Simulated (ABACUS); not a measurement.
Runs of ABACUS 3.10.1 on MgS (Niningerite). Symmetry: Fm-3m, No. 225, cubic system. Conventional cell: a = 5.203 Å, b = 5.203 Å, c = 5.203 Å, α = 90.00°, β = 90.00°, γ = 90.00°. Around S (site symmetry m-3m) lie 6 Mg at 2.60 Å. Mg (site symmetry m-3m) has 6 S at 2.60 Å as nearest neighbours. 

| task | potentials or basis | cell | k mesh | cutoff (eV) | radial cutoff of the potentials (pseudo_rcut) | SCF threshold on the density | eigensolver | symmetry key | path | gap on the mesh (eV) | pressure (GPa) | V0 of scaled cells (Å³/atom) | B0 (GPa) |
| --- | --- | --- | --- | --- | --- | --- | --- | --- | --- | --- | --- | --- | --- |
| single point | PseudoDojo NC SR 0.4.1 PBE standard, plane waves | as given | 9 × 9 × 9 | 1143 | 10 bohr | 1e-08 | dav | 1 | - | 2.92 | 1.2 | - | - |
| equation of state | PseudoDojo NC SR 0.4.1 PBE standard, DZP LCAO (the cutoffs set its grid) | as given | 9 × 9 × 9 | 1361 | 10 bohr | 1e-07 | genelpa | 1 | - | - | - | (c) | 74 |
| single point | SG15 ONCV 1.2 PBE, DZP LCAO (the cutoffs set its grid) | as given | 8 × 8 × 8 | 1361 | 7 bohr | 1e-07 | genelpa | 1 | - | 2.68 | (b) | - | - |
| single point | PseudoDojo NC SR 0.4.1 PBE standard, DZP LCAO (the cutoffs set its grid) | as given | 9 × 9 × 9 | 1361 | 10 bohr | 1e-07 | genelpa | 1 | - | 2.82 | 2.2 | - | - |
| relaxation of cell and atoms | SG15 ONCV 1.2 PBE, DZP LCAO (the cutoffs set its grid) | relaxed | 8 × 8 × 8 | 1361 | 7 bohr | 1e-07 | genelpa | 1 | - | 2.61 | -0.1 | - | - |
| equation of state | PseudoDojo NC SR 0.4.1 PBE standard, plane waves | as given | 9 × 9 × 9 | 1143 | 10 bohr | 1e-08 | dav | 1 | - | - | - | (a) | 74 |

Alike in all rows: level PBE; no spin polarisation; smearing fermi-dirac 0.05 eV.

**Question.** Estimate the missing entries.

**Answer.** (a) 17.90; (b) 2.3; (c) 18.11.

Caveats: the atomic orbitals were generated for these runs and aren't a published set (some runs); the basis of atomic orbitals isn't converged, which shifts pressures, moduli and gaps (some runs); an odd mesh through Γ misses points on the zone boundary, where band edges often lie (some runs).

Not every run made on this cell is shown here.
